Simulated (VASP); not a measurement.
Set up this calculation in VASP 6.6.1, as the native input.

* Task: relaxation of cell and atoms
* Functional: PBE
* Potentials or basis: VASP PAW PBE potentials, release 64 (C)
* Cutoff: 520 eV
* k mesh: 20 × 20 × 20
* Occupations: gaussian, width 0.02 eV
* Spin: no spin polarisation
* Further INCAR settings: ALGO = Fast; EDIFF = 1e-07; IBRION = 2; EDIFFG = -0.002; NSW = 80; ISIF = 3

The structure of C lies in POSCAR:

```
C
1.0
    0.0000000000      1.7833700000      1.7833700000
    1.7833700000      0.0000000000      1.7833700000
    1.7833700000      1.7833700000      0.0000000000
C
2
Direct
    0.0000000000      0.0000000000      0.0000000000
    0.2500000000      0.2500000000      0.2500000000
```

This isn't the form of C at room conditions, which is graphite.

The input as run:

INCAR

```
ALGO = Fast ; EDIFF = 1E-7
EDIFFG = -0.002 ; ENCUT = 520
GGA = PE ; IBRION = 2
ISIF = 3 ; ISMEAR = 0
LASPH = T ; LCHARG = F
LREAL = F ; LWAVE = F
NELM = 80 ; NSW = 80
PREC = Accurate ; SIGMA = 0.02
```

KPOINTS

```
k-points
0
Gamma
  20 20 20
```

Potentials or basis: VASP PAW PBE potentials, release 64 (C).

Command:

```console
$ cat potpaw_PBE.64/C/POTCAR > POTCAR
$ mpirun -np 1 vasp_std > vasp.out
```

Results of the run:

| Property | Result |
| --- | --- |
| Relaxed volume | 5.70 Å³/atom |
| Relaxed cell | a = 2.527 Å, b = 2.527 Å, c = 2.527 Å, α = 60.00°, β = 60.00°, γ = 60.00° |
| Space group after relaxing (to 0.05 Å) | Fd-3m (No. 227) |
| Energy gained by relaxing | 0.2 meV/atom |
| Ionic steps | 3 |
| Pressure after relaxing | 0.0 GPa |
| Band gap on the k mesh | 4.12 eV, indirect (least direct gap 5.57 eV) |

Wall time 30 s on 1 thread of Intel(R) Xeon(R) Platinum 8488C (Sapphire Rapids), on a shared host, peak memory 0.13 GiB.
